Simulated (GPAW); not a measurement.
Crystal: FeO (Wuestite).

```
Fe O
1.0
     0.00000    2.15540    2.15540
     2.15540    0.00000    2.15540
     2.15540    2.15540    0.00000
Fe O
1 1
Direct
  0.00000 0.00000 0.00000
  0.50000 0.50000 0.50000
```

Base run:

```yaml
Program: GPAW 26.7.0
Functional: PBEsol
Potentials_or_basis: PAW data sets generated in the run's folder for this functional
Cutoff: 800 eV
Basis: pw
k_mesh: 11 × 11 × 11
Occupations: fermi-dirac, width 0.05 eV
Spin: collinear spin, ferromagnetic start
Starting_moments: "[3.0, 0.0] μB"
Hubbard_terms: Fe d U = 4 eV
```

Its results: pressure -5.3 GPa; net moment 4.02 μB per cell; site moments Fe +3.72; O +0.17 μB.

Q: After a change of settings the same cell gave: pressure -4.1 GPa; net moment 4.02 μB per cell; site moments Fe +3.80; O +0.15 μB. Which change was it?
A. hubbard terms from Fe d U = 4 eV to none
B. hubbard terms from Fe d U = 4 eV to Fe d U = 6 eV
C. hubbard terms from Fe d U = 4 eV to Fe d U = 2 eV

A: B.

Caveats: a cell with one magnetic atom can't hold antiferromagnetic order, which such compounds often take.

Runs at the PBE level aren't shown here.
